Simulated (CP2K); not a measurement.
Runs of CP2K 2026.2 on YN. The structure is cubic, space group Fm-3m (No. 225). The conventional cell has a = 4.877 Å, b = 4.877 Å, c = 4.877 Å, α = 90.00°, β = 90.00°, γ = 90.00°. Y (site symmetry m-3m) has 6 N at 2.44 Å as nearest neighbours. N (site symmetry m-3m) is surrounded by 6 Y at 2.44 Å. 

```tsv
task	level	potentials or basis	smearing	EPS_DEFAULT	NGRIDS	points a segment of the path (NPOINTS)	bands added on the path	CUTOFF of the grids	gap on the mesh (eV)	pressure (GPa)
band structure	PBEsol	POTENTIAL_UZH Y GTH-PBE-q11, N GTH-PBE-q5; TZVP-MOLOPT-PBE-GTH basis	fermi-dirac 0.1 eV	1.0E-9	5	10	2	450 Ry	0.13	(a)
band structure	PBE	POTENTIAL_UZH Y GTH-PBE-q11, N GTH-PBE-q5; TZVP-MOLOPT-PBE-GTH basis	fermi-dirac 0.1 eV	1.0E-9	5	8	6	450 Ry	0.22	3.7
single point	PBE	POTENTIAL_UZH Y GTH-PBE-q11, N GTH-PBE-q5; TZVP-MOLOPT-PBE-GTH basis	fermi-dirac 0.05 eV	1.0E-10	5	-	-	450 Ry	0.22	3.7
band structure	r2SCAN	POTENTIAL_UZH Y GTH-SCAN-q11, N GTH-SCAN-q5; TZVP-MOLOPT-SCAN-GTH basis	fermi-dirac 0.0259 eV	1.0E-9	4	6	4	675 Ry	0.59	2.6
```

Alike in all rows: no spin polarisation; cell as given; k mesh 9 × 9 × 9.

Fill in the values left out.

(a) -0.6.

Caveats: the basis of atomic orbitals isn't converged, which shifts pressures, moduli and gaps; the potentials were made for another functional, which shifts forces and pressure (some runs); an odd mesh through Γ misses points on the zone boundary, where band edges often lie (some runs).

A k mesh can miss the band edges, and the runs leave out spin-orbit coupling on Y.

Not every run made on this cell is shown here.
